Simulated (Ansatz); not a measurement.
FeGe under changes of volume

One of the cells (14.837 Å³/atom); the others are scaled copies at fixed shape and fractional positions:

```xyz
6
Lattice="4.9976 0.0000 0.0000 -2.4988 4.3281 0.0000 0.0000 0.0000 4.1158" Properties=species:S:1:pos:R:3 pbc="T T T"
Ge    2.4988    1.4427    2.0579
Ge    0.0000    2.8854    2.0579
Ge    0.0000    0.0000    0.0000
Fe   -1.2494    2.1640    0.0000
Fe    1.2494    2.1640    0.0000
Fe    2.4988    0.0000    0.0000
```

The cell is a database's computed one.

```yaml
Program: Ansatz 0.2.0
Functional: PBEsol
Potentials_or_basis: all-electron LAPW, scalar-relativistic
Cutoff: 303 eV (chosen from the basis error)
Basis_error_allowed: 0.001 eV/atom
k_mesh: 6 × 6 × 7
Occupations: fermi-dirac, width 0.05 eV
Spin: collinear spin, ferromagnetic start
Starting_moments: "[0.0, 0.0, 0.0, 3.0, 3.0, 3.0] μB"
```

```csv
volume (Å³/atom),energy over the lowest point (meV/atom),pressure (GPa),moment (μB per cell)
13.947,0.00,-1.6,4.03
14.244,6.02,-4.8,4.11
14.540,17.64,-7.6,4.19
14.837,34.23,-10.2,4.27
15.134,55.23,-12.3,4.35
15.431,80.00,-14.1,4.48
15.727,?,?,?
```

Problem. What does the run at 15.727 Å³/atom give?

Solution. Energy over the lowest point 107.80 meV/atom; pressure -15.4 GPa; moment 4.74 μB per cell.

Worked out: A Birch-Murnaghan fit of order 3 (a polynomial in V^(-2/3)) to the other rows has its minimum at 13.81 Å³/atom, just outside them, with B0 = V·E''(V) = 171 GPa and B' = 5.0 at fixed shape and positions, which overstates the stiffness. It gives 108.04 meV/atom at 15.727 Å³/atom, against the run's 107.80, and -dE/dV = -16.0 GPa, against -15.4. A parabola through the other rows of the moment, of slope 0.398 μB per Å³/atom there, extrapolates to 4.58 μB, against the run's 4.74.

Energies are extrapolated to zero smearing.
